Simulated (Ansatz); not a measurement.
**What pressure −2 GPa does to CsPbI3**

Start from CsPbI3 in the cubic perovskite structure (space group Pm-3m, No. 221; a = 6.333 Å).

The change: hydrostatic tension (pressure −2 GPa).

Computed with r2SCAN, PAW, 500 eV (Ansatz, a first-principles code; no spin-orbit coupling). Γ-centred 5×5×5 mesh, Fermi–Dirac width 0.05 eV.

* **Volume per atom**: 61.26 Å³ (base 50.79 Å³)
* **Density**: 3.91 g/cm³ (base 4.71 g/cm³)
* **Lattice parameter a**: 6.741 Å (base 6.333 Å)
* **Shortest interatomic distance**: 3.370 Å (base 3.166 Å)
* **Enthalpy H = E + PV relative to the base's energy**: -0.69 eV/atom
* **Band gap**: 2.14 eV (base 1.70 eV)
* **Gap character**: direct at R (base direct at R)
* **Width of the top valence band**: 0.57 eV (base 1.41 eV)
* **Electron mass (degenerate bands, along [100])**: 0.093, 1.0, 1.0 mₑ (at R) (base 0.070, 0.79, 0.79 mₑ (at R))
* **Hole mass**: 0.26 mₑ (at R) (base 0.15 mₑ (at R))

Spin-orbit coupling, missing from the scalar runs, can matter with I and Pb. Load acts through the strain it causes; cell and atoms are relaxed under it. Masses are band curvatures over ±0.01 Å⁻¹ around the edge. Stability against distortions was not tested. Many cubic perovskites are stable only at high temperature; tilts and polar distortions were not tested. This is not the structure that CsPbI3 has at room temperature and ambient pressure.
